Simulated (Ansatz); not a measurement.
Zn:

```
Zn
1.0
    -1.56904    1.56904    1.56904
     1.56904   -1.56904    1.56904
     1.56904    1.56904   -1.56904
Zn
1
Direct
  0.00000 0.00000 0.00000
```

This isn't the form of Zn at room conditions, which is hcp.

* Program: Ansatz 0.2.0
* Task: relaxation of cell and atoms
* Functional: revPBE
* Dispersion: D3(BJ)
* Potentials or basis: Ansatz PAW
* Cutoff: 420 eV (not typed: the program's choice for these potentials)
* k mesh: 12 × 12 × 12
* Occupations: fermi-dirac, width 0.05 eV
* Spin: no spin polarisation

At the start: volume 15.45 Å³/atom.

Question: How do energy, volume and symmetry change on relaxing?

Answer: It ends after 5 steps and the volume is 13.98 Å³/atom (-9.5 %); space group Im-3m (No. 229, to 0.05 Å).

Step by step:
| step | energy change (eV) | largest force (eV/Å) | volume (Å³) |
| --- | --- | --- | --- |
| 1 | 0.0000 | 0.0000 | 15.45 |
| 2 | -0.0305 | 0.0000 | 14.43 |
| 3 | -0.0341 | 0.0000 | 13.83 |
| 4 | -0.0345 | 0.0000 | 13.98 |
| 5 | -0.0332 | 0.0000 | 13.98 |

Final structure:
```
Zn
1.0
    -1.51766    1.51766    1.51766
     1.51766   -1.51766    1.51766
     1.51766    1.51766   -1.51766
Zn
1
Direct
  0.00000 0.00000 0.00000
```

Caveat: the plane-wave basis is chosen anew once the cell has moved, so the energies of steps on either side of that aren't comparable; pairwise dispersion overbinds metals, which lowers pressure and volume; the PAW data sets come from PBE, with cores solved anew for the run's functional, which leaves a small shift of forces and pressure.
